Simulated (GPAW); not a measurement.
Runs of GPAW 26.7.0 on C. It takes space group Fd-3m (No. 227, cubic). Conventional cell: a = 3.567 Å, b = 3.567 Å, c = 3.567 Å, α = 90.00°, β = 90.00°, γ = 90.00°. C (site symmetry -43m) is surrounded by 4 C at 1.54 Å. This isn't the form of C at room conditions, which is graphite.

```tsv
task	level	potentials or basis	cell	k mesh	smearing	maxiter	exx fraction	eps inf used	mesh quality	gap on the mesh (eV)
single point	LDA	the program's PAW data sets (release 1.2.1) made for this functional, pw	volume scaled by 0.92	11 × 11 × 11	fermi-dirac 0.05 eV	80	-	-	not flagged	4.30
hybrid scf	r2SCAN50+D3(BJ)	GPAW PAW data sets (gpaw-data 1.2.1), pw	as given	7 × 7 × 7	fermi-dirac 0.001 eV	40	0.5	-	coarse	8.09
hybrid scf	TPSSh+D3(BJ)	GPAW PAW data sets (gpaw-data 1.2.1), pw	as given	7 × 7 × 7	fermi-dirac 0.001 eV	40	0.1	-	coarse	(a)
one-shot levels on a semilocal density	r2SCAN	GPAW PAW data sets (gpaw-data 1.2.1), pw	as given	8 × 8 × 8	fermi-dirac 0.001 eV	150	-	5.787	coarse	4.35
```

Alike in all rows: no spin polarisation; cutoff (eV) 650.

Problem. Fill in the values left out.

Solution. (a) 5.04.

Caveats: some runs use coarse meshes; an odd mesh through Γ misses points on the zone boundary, where band edges often lie (some runs); the scaled meta-GGA exchange is a class typed in the script (some runs); energy and the plain gap are those of the semilocal run (some runs); the hybrids' values are one shot on its orbitals and mesh (some runs).

Runs at the PBE level aren't shown here.
